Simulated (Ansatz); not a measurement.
All numbers below come from Ansatz, DFT PBE, scalar-relativistic, plane waves, PAW. All cells share a 420 eV cutoff and Γ-centred k meshes spaced at most about 0.3 Å⁻¹ (about 0.25 or finer for metals, 2π included). No spin polarisation in the final relaxations.

These are static total energies at zero pressure.

Two forms of Si3Ge were relaxed alike.

A.

```
Si Ge
1.0
     5.07602    0.00000    0.00000
     0.00000    5.07602    0.00000
     0.00000    0.00000    5.07602
Si Ge
6 2
Direct
  0.50000 0.25000 0.00000
  0.50000 0.75000 0.00000
  0.25000 0.00000 0.50000
  0.75000 0.00000 0.50000
  0.00000 0.50000 0.25000
  0.00000 0.50000 0.75000
  0.50000 0.50000 0.50000
  0.00000 0.00000 0.00000
```

B.

```
Si Ge
1.0
     0.00000    3.16849    3.16849
     3.16849    0.00000    3.16849
     3.16849    3.16849    0.00000
Si Ge
3 1
Direct
  0.75000 0.75000 0.75000
  0.25000 0.25000 0.25000
  0.50000 0.50000 0.50000
  0.00000 0.00000 0.00000
```

**Question.** Which is lower in energy, and by how much?

**Answer.** B is lower, by 92 meV/atom. A has the A15 type, space group Pm-3n (No. 223), 16.3 Å³/atom and no gap on its mesh; B has the BiF3 (D0_3) type, space group Fm-3m (No. 225), 15.9 Å³/atom and no gap. Counting Si atoms around Ge (those within 1.25 times the shortest such distance or 1.15 times the sum of covalent radii; a plus sign parts nearer from farther groups; the shortest distance is added where it is long for a bond), A has Ge 12 from 2.8 Å and B has Ge 8+6 from 2.7 Å. Even the lower one lies +0.53 eV/atom against the reference forms of the elements (uncorrected), so neither is stable at this level. Both come from invented guesses. A third cell relaxed alike, in P4/mmm, lies 104 meV/atom below the lower of the two.

Cells relaxed within their symmetry can be saddle points.

The D0_3 arrangement wins over A15, but both are poor hosts for silicon and germanium. With four valence electrons per atom, these elements gain most from four directed sp3 bonds, which fill the bonding states and open a gap. In packings this dense the same electrons are spread over many longer contacts, the bonding-antibonding separation is lost and the cells become metallic. The large energy above the elements therefore reflects the imposed structures rather than any aversion between Si and Ge, which are chemically alike and mix across the whole composition range on the diamond lattice.

The preference for B is subtler. Its eight nearest Si neighbours around Ge are closer than the twelve in A, which probably preserves somewhat more covalent bonding, though the different Si frameworks must also contribute. Since B is also the denser form, modest compression should widen its lead over A. The still lower P4/mmm cell shows that B is merely the better of this pair, not the preferred dense form of Si3Ge.
